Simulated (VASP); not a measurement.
Al, 2 atoms in the cell. Symmetry: P6_3/mmc, No. 194, hexagonal system. The conventional cell has a = 2.851 Å, b = 2.851 Å, c = 4.639 Å, α = 90.00°, β = 90.00°, γ = 120.00°. Al (site symmetry -6m2) is surrounded by 12 Al at 2.84 to 2.85 Å. This isn't the form of Al at room conditions, which is fcc.

```yaml
Program: VASP 6.6.1
Task: single point
Functional: r2SCAN
Potentials_or_basis: VASP PAW PBE potentials, release 64 (Al)
Cutoff: 520 eV
k_mesh: 18 × 18 × 10
Occupations: gaussian, width 0.1 eV
Spin: no spin polarisation
Further_INCAR_settings: ALGO = Normal; EDIFF = 1e-06; NBANDS = 10
```

Potentials or basis: VASP PAW PBE potentials, release 64 (Al).

Launch:

```console
$ cat potpaw_PBE.64/Al/POTCAR > POTCAR
$ mpirun -np 1 vasp_std > vasp.out
```

Hardware: 1 thread of Intel(R) Xeon(R) Platinum 8488C (Sapphire Rapids), with other jobs on the host.

Estimate the wall time of this run.

Run time: 4.5 min on 1 thread of Intel(R) Xeon(R) Platinum 8488C (Sapphire Rapids), with other jobs on the host, peak memory 0.27 GiB. Counts: scf iterations 14, k points 546.
